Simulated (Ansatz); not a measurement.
**TiS$_{2}$, one cell by several methods**

```
Ti S
1.0
     3.41200    0.00000    0.00000
    -1.70600    2.95488    0.00000
     0.00000    0.00000    5.69500
Ti S
1 2
Direct
  0.00000 0.00000 0.00000
  0.33333 0.66667 0.25000
  0.66667 0.33333 0.75000
```

Atom numbers follow the list: Ti1, S2, S3.

The cell comes from COD entry 1537865, which wasn't checked; take it as a given geometry. It is an old determination, and later ones may differ.

All numbers are computed: DFT, LDA, PAW with Ansatz's default frozen-core files, scalar-relativistic (Ansatz 0.2.0); DFT, LDA, all-electron PAW with datasets made for the crystal, scalar-relativistic (Ansatz 0.2.0); DFT, LDA, all-electron LAPW, scalar-relativistic (Ansatz 0.2.0).

For PAW: a Γ-centred 12×12×7 k mesh, Fermi–Dirac smearing of 0.05 eV, cutoff 420 eV, no spin polarisation; the PAW files were made with PBE, and the program remakes their frozen cores for this functional. The crystal-made all-electron datasets (AE datasets) take a cutoff of 300 eV at this cell. LAPW targets a basis error of 1 meV/atom. The Ansatz runs share mesh, smearing and spin set-up. Plane-wave (PAW) pressures include the program's estimate of the Pulay term.

Stress and pressure are positive in compression.

Levels count from the Fermi level.

```json
{"quantity": "pressure (GPa)", "PAW": "-6.28", "AE datasets": "-6.26", "LAPW": "-6.26"}
{"quantity": "stress xx (GPa)", "PAW": "-6.75", "AE datasets": "-6.72", "LAPW": "-6.72"}
{"quantity": "stress zz (GPa)", "PAW": "-5.35", "AE datasets": "-5.32", "LAPW": "-5.32"}
{"quantity": "force on S2, z (eV/Å)", "PAW": "-0.440", "AE datasets": "-0.437", "LAPW": "-0.437"}
{"quantity": "highest filled level at A (eV)", "PAW": "-0.045", "AE datasets": "-0.045", "LAPW": "-0.045"}
{"quantity": "lowest empty level at A (eV)", "PAW": "0.452", "AE datasets": "0.453", "LAPW": "0.453"}
{"quantity": "highest filled level at L (eV)", "PAW": "-0.087", "AE datasets": "-0.087", "LAPW": "-0.087"}
{"quantity": "lowest empty level at L (eV)", "PAW": "1.499", "AE datasets": "1.501", "LAPW": "1.501"}
{"quantity": "highest filled level at M (eV)", "PAW": "-1.533", "AE datasets": "-1.532", "LAPW": "-1.532"}
{"quantity": "lowest empty level at M (eV)", "PAW": "0.197", "AE datasets": "0.197", "LAPW": "0.197"}
```
